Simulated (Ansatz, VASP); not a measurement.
**Two plane-wave programs on BN**

```
B N
1.0
     2.69734    0.00000    0.00000
    -1.34867    2.33597    0.00000
     0.00000    0.00000    5.74045
B N
2 2
Direct
  0.33333 0.66667 0.25000
  0.66667 0.33333 0.75000
  0.33333 0.66667 0.75000
  0.66667 0.33333 0.25000
```

Alike in both runs: task single point; functional PBE; k mesh 12 × 12 × 4; occupations gaussian, width 0.05 eV; no spin polarisation.

|  | VASP | Ansatz |
| --- | --- | --- |
| version | VASP 6.6.1 | Ansatz 0.2.0 |
| potentials or method | VASP PAW PBE potentials, release 64 (B, N) | scalar-relativistic, plane waves, PAW |
| plane-wave cutoff (eV) | 520 | 420 |
| valence electrons in the cell | 16 | 16 |

|  | VASP | Ansatz | Ansatz less VASP |
| --- | --- | --- | --- |
| gap on the k mesh at the Fermi level (eV) | 3.60 | 3.60 | +0.004 |
| least direct gap on the mesh (eV) | 3.92 | 3.93 | +0.004 |

 A k mesh can miss the band edges. PBE gaps usually lie below the measured ones, often by a third to a half.
